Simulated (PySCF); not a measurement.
Compound: hydrogen oxalate, C2HO4 (charge -1).
SMILES with atom numbers: `[O:1]=[C:2]([O-:3])[C:4](=[O:5])[OH:6]` (hydrogens: H7 on O6)

Structure used (PBE0-D3(BJ)/def2-SVP), in Å, numbered top down from 1:
```
atom  x, y, z in Å
O1    -1.126    1.495   -0.408
C2    -1.082    0.405    0.178
O3    -1.908   -0.212    0.861
C4     0.295   -0.365    0.027
O5     0.526   -1.511    0.338
O6     1.286    0.385   -0.515
H7     2.040   -0.225   -0.528
```

Theory: PBE0-D3(BJ)/def2-SVP geometry optimisation, gas phase (PySCF).

Masses are those of the commonest isotopes; rigid-rotor values at the optimised geometry. The values belong to one conformer with, in the numbering `[O:1]=[C:2]([O-:3])[C:4](=[O:5])[OH:6]`, C2–C4–O6–H 180°.

Question: What are A, B and C (MHz)?

Answer: Ia = 80.98, Ib = 139.95, Ic = 219.45 u·Å²; 505379 MHz·u·Å²/I gives A = 6241, B = 3611, C = 2303 MHz.

Question: Classify the top.

Answer: An asymmetric top. Ray's parameter κ = (2B − A − C)/(A − C) = -0.336; −1 is the prolate and +1 the oblate limit.

Question: What does the inertial defect say?

Answer: Not planar: Δ = Ic − Ia − Ib = -1.48 u·Å². For a rigid frame Δ = −2 Σ m c², so Σ m c² = 0.74 u·Å² lies off the ab plane: 0.01 from hydrogen and 0.73 from heavier atoms. The atom farthest from that plane is 0.11 Å away.

Question: Give the other two planar moments, Paa and Pbb, and the rms extents of the mass along the axes.

Answer: Paa = Σ m a² = (Ib + Ic − Ia)/2 = 139.21 and Pbb = Σ m b² = (Ia + Ic − Ib)/2 = 80.23 u·Å². With the mass M = 88.99 u, the rms extents √(P/M) along a, b and c are 1.25, 0.95, 0.09 Å.

Question: Where do the levels up to J = 4 lie, in MHz?

Answer: Above 0(0,0):
J = 1: 1(0,1) 5914, 1(1,1) 8544, 1(1,0) 9852
J = 2: 2(0,2) 17362, 2(1,2) 19064, 2(1,1) 22988, 2(2,1) 30879, 2(2,0) 31258
J = 3: 3(0,3) 33757, 3(1,3) 34633, 3(1,2) 42409, 3(2,2) 48621, 3(2,1) 50347, 3(3,1) 65252, 3(3,0) 65325
J = 4: 4(0,4) 54705, 4(1,4) 55082, 4(1,3) 67682, 4(2,3) 71975, 4(2,2) 76399, 4(3,2) 89499, 4(3,1) 89980, 4(4,1) 111988, 4(4,0) 111999

Question: Which lines would a microwave search look for?

Answer: The dipole components (about the centre of mass, as the species is charged) are |μa| = 4.93 D, |μb| = 1.00 D, |μc| = 0.13 D. The squared components, which scale the intensities, stand as 1.00 : 0.04 : 0.00 (a : b : c). Some lines, for components of 0.1 D or more:

```
type  branch         J(Ka,Kc)    MHz  lower level (cm⁻¹)
   a       Q  2(2,0) ← 2(2,1)    380               1.030
   a       Q  1(1,0) ← 1(1,1)   1308               0.285
   a       Q  3(2,1) ← 3(2,2)   1727               1.622
   b       Q  1(1,0) ← 1(0,1)   3938               0.197
   a       R  1(0,1) ← 0(0,0)   5914               0.000
   c       Q  2(2,1) ← 2(1,1)   7890               0.767
   b       Q  3(1,2) ← 3(0,3)   8652               1.126
   c       R  1(1,0) ← 0(0,0)   9852               0.000
   a       R  2(1,2) ← 1(1,1)  10520               0.285
   a       R  2(1,1) ← 1(1,0)  13136               0.329
   b       R  2(1,2) ← 1(0,1)  13150               0.197
   b       Q  3(3,0) ← 3(2,1)  14977               1.679
   a       R  3(1,3) ← 2(1,2)  15569               0.636
   b       Q  3(3,1) ← 3(2,2)  16632               1.622
   c       R  2(1,1) ← 1(0,1)  17074               0.197
   b       R  3(1,3) ← 2(0,2)  17271               0.579
   a       R  3(2,2) ← 2(2,1)  17742               1.030
   a       R  3(2,1) ← 2(2,0)  19089               1.043
   a       R  3(1,2) ← 2(1,1)  19421               0.767
   b       R  2(2,0) ← 1(1,1)  22714               0.285
   c       R  3(1,2) ← 2(0,2)  25047               0.579
   b       R  3(2,1) ← 2(1,2)  31283               0.636
```

Stationary, but not proved a minimum. Zero-point vibration and centrifugal distortion are left out.
